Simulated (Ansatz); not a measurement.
# GaP: the cost of one run

Program: Ansatz 0.2.0. Level of theory: DFT PBEsol, scalar-relativistic, plane waves, PAW. These are calculated values, not measurements.

1 further run of the same task is left out (set aside as unsound or not needed).

**1. The structure to begin with**

The structure is cubic, space group F-43m (No. 216). The conventional cell has a = 5.438 Å, b = 5.438 Å, c = 5.438 Å, α = 90.00°, β = 90.00°, γ = 90.00°. Ga (site symmetry -43m) has 4 P at 2.35 Å as nearest neighbours. P (site symmetry -43m) is surrounded by 4 Ga at 2.35 Å.

Structure file:

```xyz
2
Lattice="0.0000 2.7192 2.7192 2.7192 0.0000 2.7192 2.7192 2.7192 0.0000" Properties=species:S:1:pos:R:3 pbc="T T T"
Ga    0.0000    0.0000    0.0000
P     1.3596    1.3596    1.3596
```

This cell was relaxed beforehand with the same method: volume 20.11 Å³/atom, gap on the mesh 1.50 eV.

Bulk energy on matching settings, from an earlier run: -2242.0274 eV/atom.

**2. The (110) slab**

Miller indices refer to the conventional cell of the relaxed bulk, F-43m (No. 216): a = 5.438 Å, b = 5.438 Å, c = 5.438 Å, α = 90.00°, β = 90.00°, γ = 90.00°.

The slab is a (110) slab, 11.5 Å thick as cut, with 15 Å of vacuum; its outer planes are GaP (top) and GaP (bottom).

The slab as cut. Its planes from the bottom up:

```tsv
plane	atoms per cell	height over the lowest (Å)
1	GaP	0.00
2	GaP	1.92
3	GaP	3.85
4	GaP	5.77
5	GaP	7.69
6	GaP	9.61
7	GaP	11.54
```

**3. The slab as cut, atoms at the bulk's places**

A dipole layer in the vacuum cancels the field that periodic copies would set up if the slab's two faces differ.

Contents of input.yaml:

```yaml
crystal:
  lattice:
    - [3.8455650149, 0.0, 0.0]
    - [0.0, 5.438450199, 0.0]
    - [0.0, 0.0, 26.5366950446]
  atoms:
    - { symbol: Ga, position: [0.5, 0.5, 0.2826275083] }
    - { symbol: P, position: [0.0, 0.75, 0.2826275083] }
    - { symbol: Ga, position: [0.0, 0.0, 0.3550850056] }
    - { symbol: P, position: [0.5, 0.25, 0.3550850056] }
    - { symbol: Ga, position: [0.5, 0.5, 0.4275425028] }
    - { symbol: P, position: [0.0, 0.75, 0.4275425028] }
    - { symbol: Ga, position: [0.0, 0.0, 0.5] }
    - { symbol: P, position: [0.5, 0.25, 0.5] }
    - { symbol: Ga, position: [0.5, 0.5, 0.5724574972] }
    - { symbol: P, position: [0.0, 0.75, 0.5724574972] }
    - { symbol: Ga, position: [0.0, 0.0, 0.6449149944] }
    - { symbol: P, position: [0.5, 0.25, 0.6449149944] }
    - { symbol: Ga, position: [0.5, 0.5, 0.7173724917] }
    - { symbol: P, position: [0.0, 0.75, 0.7173724917] }
basis:
  ecutwfc: 420
kpoints:
  mp_grid: { grid: [7, 5, 1] }
hamiltonian:
  xc: pbesol
scf:
  occupations: { method: gaussian, width: 0.05 }
output:
  forces: true
  stress: true
  eigenvalues: true
  write_density: true
  write_potential: true
  elf: true
  volumetric_format: npy
efield:
  axis: 3
  dipole_correction: true
```

Command:

```
$ ansatz run input.yaml --threads 1 --pin off --max-ram 2560MiB --backend cpu --events-out ev --progress --plain --runs-dir out
```

**Question.** How long does this run take on 1 thread of Intel Xeon 6975P-C (Granite Rapids), shared host, and how much memory does it need?

About 39 s, with a peak of 0.83 GiB.
